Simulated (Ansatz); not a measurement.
# Ti2Co (Fd-3m) in Ansatz: settings compared

The runs below take Ti2Co through relaxation of cell and atoms, with LDA, r2SCAN.

All numbers are computed with Ansatz 0.2.0; they aren't measurements. Logs are shortened: lines on timing, memory, paths and dates and some standing lists are left out, and cuts for length are marked.

## Step 1: The structure

It takes space group Fd-3m (No. 227, cubic). Conventional cell: a = 6.730 Å, b = 6.730 Å, c = 6.730 Å, α = 90.00°, β = 90.00°, γ = 90.00°. Co (site symmetry -43m) is surrounded by 12 Ti at 2.79 Å and 4 Co at 2.91 Å. Ti (site symmetry -3m) is surrounded by 6 Ti at 2.38 Å.

## Step 2: Relaxation of cell and atoms, LDA, collinear spin, ferromagnetic start

input.yaml reads:

```yaml
crystal:
  lattice:
    - [0.0, 3.365, 3.365]
    - [3.365, 0.0, 3.365]
    - [3.365, 3.365, 0.0]
  atoms:
    - { symbol: Co, position: [0.75, 0.75, 0.75], spin: 2.0 }
    - { symbol: Co, position: [0.5, 0.5, 0.5], spin: 2.0 }
    - { symbol: Ti, position: [0.125, 0.625, 0.125], spin: 1.0 }
    - { symbol: Ti, position: [0.125, 0.125, 0.625], spin: 1.0 }
    - { symbol: Ti, position: [0.625, 0.125, 0.125], spin: 1.0 }
    - { symbol: Ti, position: [0.125, 0.125, 0.125], spin: 1.0 }
hamiltonian:
  xc: lda
  pseudopotentials: { kind: paw }
magnetization:
  spin_polarized: true
kpoints:
  mp_grid: { grid: [7, 7, 7] }
scf:
  occupations: { method: fermi_dirac, width: 0.05 }
output:
  forces: true
  stress: true
  eigenvalues: true
relax:
  f_tol: 0.01
  max_steps: 40
  cell: { stress_tol: 0.05 }
```

Potentials or basis: Ansatz PAW.

The run is started by

```bash
$ ansatz run input.yaml --threads 2 --pin off --max-ram 5632MiB --backend cpu --events-out ev --progress --plain --runs-dir out
```

The log of the run:

```text
Warning: RAYON_NUM_THREADS=2 ignored (pool sized by the plan → 2); use --threads N
Engine: ansatz 0.2.0, aarch64-unknown-linux-gnu
Pseudopotentials: kind: paw
Pseudopotential: Co, paw, valence charge 17, recommended cutoff 420 eV (normal), Co.paw.azcp
Pseudopotential: Ti, paw, valence charge 12, recommended cutoff 420 eV (normal), Ti.paw.azcp
Functional definition: SPW92
  exchange = slater_x
  correlation = pw_c
Crystal: 6 atoms, lattice volume = 76.205 Å³
Basis set: ecut = 420 eV, 1459 PW (Γ)
Bands: 54, of which v1, the nominal top of the filled ones, is band 41 counted from 1 (40 counted from 0)
Symmetry: 48 space group operations
Space group: Fd-3m (ITA 227), of the structure as read, at distance tolerance 4.2e-5 Å
Magnetic group: BNS 227.128 (UNI 1630), of the structure as read, at distance tolerance 4.2e-5 Å
k-points: 20 of 343
Non-local potential: Co, projectors of the file, l = 0: 3, l = 1: 2, l = 2: 3, l = 3: 1
Non-local potential: Ti, projectors of the file, l = 0: 3, l = 1: 2, l = 2: 3, l = 3: 1
PAW form: soft (Blöchl's): semilocal exchange-correlation on the pseudo side does not see the compensation charge
PAW frozen core: Co, regenerated for the run's functional, and the local potential with it (the file was generated under x = pbe(κ = 0.804, μ = 0.2195149727645171), c = pbe(β = 0.06672455060314922))
PAW frozen core: Ti, regenerated for the run's functional, and the local potential with it (the file was generated under x = pbe(κ = 0.804, μ = 0.2195149727645171), c = pbe(β = 0.06672455060314922))
PAW one-centre angular grid: Co, 590 points (default); XC on 64 Gauss nodes
PAW one-centre angular grid: Ti, 590 points (default); XC on 64 Gauss nodes
Initial density: superposition of atomic densities (chi_scale 0.1, normalization cell)
Starting moments: Σ|m| = 8 μB on 6 of 6 sites
Initial wavefunctions: pseudopotential atomic-orbital guess
Functional: x = slater, c = lda
SCF iter   1: F=—  HF=-19918.325962 eV  |F-HF|=—  |Δ(HF+E_count)|=         —  Δρ=8.21e-2 (↑8.21e-2 ↓4.56e-2)  dr2=8.11e0  dr2_m=8.50e-1  M=5.152 μB ∫|m|=5.292 μB  β_m=0.30  ethr=3.10e-3  ⟨swp⟩=5.0  Hψ=6631  notcnv=0
Mixer restart at iter 1: flushing history
preconditioner: auto → Kerker (q_TF=auto, 2.762 Å⁻¹)  [metal: Δε(μ)=0.040 eV  Ē_g=4.947 eV  σ=0.050 eV  W_gap=0.19  n_scr=26 (ndim 8)  ℏωp=24.8 eV  f_vac=0.000  D(μ)=5.29/eV (n_scr^D=58)]
[... 154 lines left out ...]
  E_local      = -9267.535535  (includes V_loc(G=0)·N_el)
  E_nonlocal   = 970.923911
  E_hartree    = 3906.570861
  E_xc         = -707.174414
  E_vxc        = -902.775025  (∫ρ·V_xc dr)
  E_paw        = -6905.126223  (= ΣΔE_a)
  E_vpaw       = -1671.522749  (= ΣTr[D̂ρ^β])
  E_aug_tail   = 0.000445  (compensation charges beyond the density's cutoff)
  E_ewald      = -9945.597943
  E_core_change = 2.140303  (= ΣΔE_core)
  E_smearing   = -0.080880  (= −TS)
  E_closure    = -0.000000  (closes the sum)
  Σ components = -19924.455463   (vs F -19924.455463, Δ=0.00e0)
--- Forces (eV/Å), atoms counted from 1 ---
  atom   1  Co     0.00000000    -0.00000000    -0.00000000
  atom   2  Co    -0.00000000     0.00000000     0.00000000
  atom   3  Ti    -0.00000000     0.00000000    -0.00000000
  atom   4  Ti    -0.00000000     0.00000000    -0.00000000
  atom   5  Ti    -0.00000000     0.00000000     0.00000000
  atom   6  Ti     0.00000000    -0.00000000     0.00000000
  max |Σ_I F_I| component: 6.94e-18 eV/Å
--- Stress (GPa, compression-positive) ---
        0.004308       0.000000      -0.000000
        0.000000       0.004308       0.000000
       -0.000000       0.000000       0.004308
  P = ⅓ Tr σ = 0.0043 GPa (0.043 kbar)
--- Band table (eV; the first three rows and the last of 40) ---
  k-point 0 ↑: bands = ["-78.2349", "-78.2319", "-41.9011", "-41.9011", "-41.9011", "-41.8885", "-41.8885", "-41.8885", "-40.0033", "-39.3939", "-39.3939", "-39.3939", "-18.1608", "-16.9071", "-16.9071", "-16.9071", "-16.5057", "-16.5057", "-15.5723", "-15.5723", "-15.5723", "-15.3514", "-15.3514", "-15.3514", "9.3805", "11.5992", "13.2103", "13.2103", "13.2103", "13.6085", "13.6085", "13.6085", "14.1060", "14.1060", "14.4974", "14.4974", "14.4974", "14.6129", "14.6129", "15.6195", "15.6195", "15.6195", "15.6707", "15.6707", "19.4720", "19.4720", "19.4720", "19.7108", "19.7430", "19.7430", "19.7430", "19.9402", "19.9402", "20.0805"]
  k-point 1 ↑: bands = ["-78.2347", "-78.2320", "-41.9014", "-41.9014", "-41.9010", "-41.8889", "-41.8883", "-41.8883", "-39.9818", "-39.4176", "-39.3941", "-39.3941", "-18.0815", "-16.8873", "-16.8706", "-16.8706", "-16.4875", "-16.4875", "-15.6206", "-15.6206", "-15.5722", "-15.4724", "-15.3657", "-15.3657", "9.6120", "11.7924", "13.2623", "13.2623", "13.2762", "13.3164", "13.6924", "13.6924", "14.1539", "14.1539", "14.5331", "14.5331", "14.5590", "14.6611", "14.6611", "15.5879", "15.6137", "15.6137", "15.7575", "15.7575", "18.7964", "19.0034", "19.0034", "19.4316", "19.4388", "19.4388", "19.4420", "19.7447", "19.7447", "20.4811"]
  k-point 2 ↑: bands = ["-78.2345", "-78.2323", "-41.9018", "-41.9018", "-41.9010", "-41.8895", "-41.8879", "-41.8879", "-39.9255", "-39.4788", "-39.3944", "-39.3944", "-17.8872", "-16.8058", "-16.7923", "-16.7923", "-16.4125", "-16.4125", "-15.7970", "-15.7730", "-15.7730", "-15.5719", "-15.3847", "-15.3847", "10.2670", "12.2027", "12.8252", "13.3740", "13.3740", "13.4167", "13.8909", "13.8909", "14.1684", "14.1684", "14.5505", "14.6748", "14.6748", "14.8471", "14.8471", "15.4924", "15.5322", "15.5322", "16.1548", "16.1548", "17.5825", "18.0379", "18.0379", "18.3555", "19.1717", "19.1717", "19.3760", "19.7128", "19.7128", "20.3005"]
  k-point 19 ↓: bands = ["-77.6135", "-77.6131", "-41.3031", "-41.3021", "-41.2947", "-41.2920", "-41.2847", "-41.2844", "-39.7364", "-39.6530", "-39.3850", "-39.3847", "-17.2639", "-16.9759", "-16.5621", "-16.5335", "-16.3496", "-16.3031", "-16.0676", "-16.0638", "-15.8393", "-15.7699", "-15.6011", "-15.4754", "12.2264", "12.4061", "13.0904", "13.4272", "14.0304", "14.1153", "14.3395", "14.3539", "14.4752", "14.7022", "14.8304", "14.9412", "15.0330", "15.3162", "15.3730", "15.5408", "15.6128", "15.6943", "16.5434", "16.6276", "16.6538", "17.2152", "17.2316", "17.7714", "18.1975", "18.4856", "18.5381", "18.6958", "19.4889", "19.5988"]
--- Relaxed structure (5 steps of the walk, 5 accepted, 2 SCFs on fresh bases) ---
  F+E_penalty+E_count = -19924.45546280 eV   max|allowed force component| = 3.816e-17 eV/Å   (the final SCF, on the basis selected at the relaxed cell)
  cell:  # Å, volume = 80.8768 Å³
    - [3.009454106928958e-34, 3.4324003825104046, 3.4324003825104046]
    - [3.4324003825104046, -4.872449506456408e-34, 3.4324003825104046]
    - [3.4324003825104046, 3.4324003825104046, -3.980759400699683e-35]
  atoms:
    - { symbol: Co, position: [0.7499999999999999, 0.7499999999999999, 0.7499999999999999] }
    - { symbol: Co, position: [0.5, 0.5, 0.5] }
    - { symbol: Ti, position: [0.125, 0.6250000000000001, 0.12499999999999994] }
    - { symbol: Ti, position: [0.125, 0.125, 0.6250000000000001] }
    - { symbol: Ti, position: [0.6250000000000001, 0.125, 0.12499999999999994] }
    - { symbol: Ti, position: [0.125, 0.125, 0.125] }
```

Wall time 60 s (2 threads of Arm Neoverse V2, shared host); peak memory 0.47 GiB.

Results:

```yaml
Free_energy: -19924.4555 eV
Relaxed_volume: 13.48 Å³/atom
Relaxed_cell: a = 4.854 Å, b = 4.854 Å, c = 4.854 Å, α = 60.00°, β = 60.00°, γ = 60.00°
Space_group_after_relaxing_to_0.05_Å: Fd-3m (No. 227)
Energy_gained_by_relaxing: 21.0 meV/atom
Ionic_steps: 7
Pressure_after_relaxing: 0.0 GPa
Band_gap_on_the_k_mesh: none (metal or under the smearing width)
Net_moment: 1.06 μB per cell
Absolute_moment: 1.38 μB per cell
Site_moments: Co +0.55; Ti +0.01 μB
```

Step by step:
```csv
step,energy change (eV),largest force (eV/Å),volume (Å³)
1,0.0000,0.0000,76.21
2,-0.1084,0.0000,79.22
3,-0.1210,0.0000,80.67
4,-0.1210,0.0000,80.79
5,-0.1261,0.0000,80.79
6,-0.1261,0.0000,80.88
7,-0.1261,0.0000,80.88
```

Final structure:
```xyz
6
Lattice="0.0000 3.4324 3.4324 3.4324 0.0000 3.4324 3.4324 3.4324 0.0000" Properties=species:S:1:pos:R:3 pbc="T T T"
Co    5.1486    5.1486    5.1486
Co    3.4324    3.4324    3.4324
Ti    2.5743    0.8581    2.5743
Ti    2.5743    2.5743    0.8581
Ti    0.8581    2.5743    2.5743
Ti    0.8581    0.8581    0.8581
```

Levels at points of the mesh, in eV from the Fermi level:
Spin up:
| k point | band 39 | band 40 | band 41 | band 42 | band 43 | band 44 | band 45 | band 46 |
| --- | --- | --- | --- | --- | --- | --- | --- | --- |
| (0.00, 0.00, 0.00) | -1.11 | -0.11 | -0.11 | -0.11 | -0.06 | -0.06 | 3.74 | 3.74 |
Spin down:
| k point | band 37 | band 38 | band 39 | band 40 | band 41 | band 42 | band 43 | band 44 |
| --- | --- | --- | --- | --- | --- | --- | --- | --- |
| (0.00, 0.00, 0.00) | -0.79 | -0.79 | -0.79 | 0.18 | 0.18 | 0.19 | 0.19 | 0.19 |

Caveat: the plane-wave basis is chosen anew once the cell has moved, so the energies of steps on either side of that aren't comparable; the PAW data sets come from PBE, with cores solved anew for the run's functional, which leaves a small shift of forces and pressure; the starting moments weren't kept.

## Step 3: Relaxation of cell and atoms, r2SCAN, collinear spin, ferromagnetic start

input.yaml, as its differences from that of step 2:

```diff
@@ -13,3 +13,3 @@
 hamiltonian:
-  xc: lda
+  xc: r2scan
   pseudopotentials: { kind: paw }
```

Potentials or basis: Ansatz PAW.

The run is started by

```bash
$ ansatz run input.yaml --threads 2 --pin off --max-ram 5632MiB --backend cpu --events-out ev --progress --plain --runs-dir out
```

The log of the run:

```text
Warning: RAYON_NUM_THREADS=2 ignored (pool sized by the plan → 2); use --threads N
[... 2 set-up lines as earlier in the session ...]
Pseudopotential: Co, paw, valence charge 17, recommended cutoff 500 eV (meta_gga), Co.paw.azcp
Pseudopotential: Ti, paw, valence charge 12, recommended cutoff 500 eV (meta_gga), Ti.paw.azcp
Functional definition: r2SCAN
  parameter k0 = 0.174
  parameter k1 = 0.065
  parameter a1 = 4.9479
[... 203 lines left out ...]
  k-point 19 ↓: bands = ["-82.7193", "-82.7191", "-44.5528", "-44.5514", "-44.5461", "-44.5443", "-44.5392", "-44.5391", "-44.0880", "-44.0332", "-43.8578", "-43.8576", "-19.9379", "-19.7284", "-19.5192", "-19.5103", "-19.3512", "-19.3400", "-19.1636", "-19.1608", "-19.0196", "-18.9612", "-18.7138", "-18.6444", "10.2316", "10.5393", "11.2483", "11.8104", "12.6687", "12.6957", "12.9864", "13.1143", "13.3955", "13.4258", "13.5479", "13.5937", "13.6661", "13.8250", "14.5080", "14.5394", "14.6836", "14.7122", "15.5989", "15.6244", "15.6842", "16.0406", "16.1399", "16.3818", "16.9095", "16.9318", "17.1014", "17.3210", "17.9134", "17.9464"]
--- Relaxed structure (5 steps of the walk, 5 accepted, 1 SCFs on fresh bases) ---
  F+E_penalty+E_count = -20277.64866630 eV   max|allowed force component| = 7.180e-18 eV/Å   (the final SCF, on the basis selected at the relaxed cell)
  cell:  # Å, volume = 90.6146 Å³
    - [-1.082766571388314e-33, 3.5649715907909223, 3.5649715907909223]
    - [3.5649715907909223, -5.795985543438721e-34, 3.5649715907909223]
    - [3.5649715907909223, 3.5649715907909223, -2.1018409635694307e-34]
  atoms:
    - { symbol: Co, position: [0.75, 0.75, 0.75] }
    - { symbol: Co, position: [0.5, 0.5, 0.5] }
    - { symbol: Ti, position: [0.125, 0.6250000000000001, 0.12499999999999994] }
    - { symbol: Ti, position: [0.125, 0.125, 0.6250000000000001] }
    - { symbol: Ti, position: [0.6250000000000001, 0.125, 0.12499999999999994] }
    - { symbol: Ti, position: [0.125, 0.125, 0.125] }
```

Wall time 1.9 min (2 threads of Arm Neoverse V2, shared host); peak memory 0.82 GiB.

Results:

| Property | Result |
| --- | --- |
| Free energy | -20277.6487 eV |
| Relaxed volume | 15.10 Å³/atom |
| Relaxed cell | a = 5.042 Å, b = 5.042 Å, c = 5.042 Å, α = 60.00°, β = 60.00°, γ = 60.00° |
| Space group after relaxing (to 0.05 Å) | Fd-3m (No. 227) |
| Energy gained by relaxing | 157.9 meV/atom |
| Ionic steps | 6 |
| Pressure after relaxing | 0.0 GPa |
| Band gap on the k mesh | none (metal or under the smearing width) |
| Net moment | 4.89 μB per cell |
| Absolute moment | 6.11 μB per cell |
| Site moments | Co +1.77; Ti +0.38 μB |

The path:
```
step  energy change (eV)  largest force (eV/Å)  volume (Å³)
   1              0.0000                0.0000        76.21
   2             -0.7844                0.0000        84.31
   3             -0.9279                0.0000        89.30
   4             -0.9331                0.0000        90.48
   5             -0.9331                0.0000        90.61
   6             -0.9473                0.0000        90.61
```

Final structure:
```cif
data_structure
_symmetry_space_group_name_H-M 'P 1'
_symmetry_Int_Tables_number 1
_cell_length_a 5.0416
_cell_length_b 5.0416
_cell_length_c 5.0416
_cell_angle_alpha 60.000
_cell_angle_beta 60.000
_cell_angle_gamma 60.000
_cell_volume 90.61
loop_
_atom_site_label
_atom_site_type_symbol
_atom_site_fract_x
_atom_site_fract_y
_atom_site_fract_z
_atom_site_occupancy
Co1 Co 0.75000 0.75000 0.75000 1
Co2 Co 0.50000 0.50000 0.50000 1
Ti1 Ti 0.12500 0.62500 0.12500 1
Ti2 Ti 0.12500 0.12500 0.62500 1
Ti3 Ti 0.62500 0.12500 0.12500 1
Ti4 Ti 0.12500 0.12500 0.12500 1
```

Caveat: the magnetic or orbital state may not be the lowest; the volume moved by over 15 % at a fixed basis, so the end points are rough; the plane-wave basis is chosen anew once the cell has moved, so the energies of steps on either side of that aren't comparable; the PAW data sets come from PBE, with cores solved anew for the run's functional, which leaves a small shift of forces and pressure. Zero-point motion and thermal expansion aren't in these numbers.
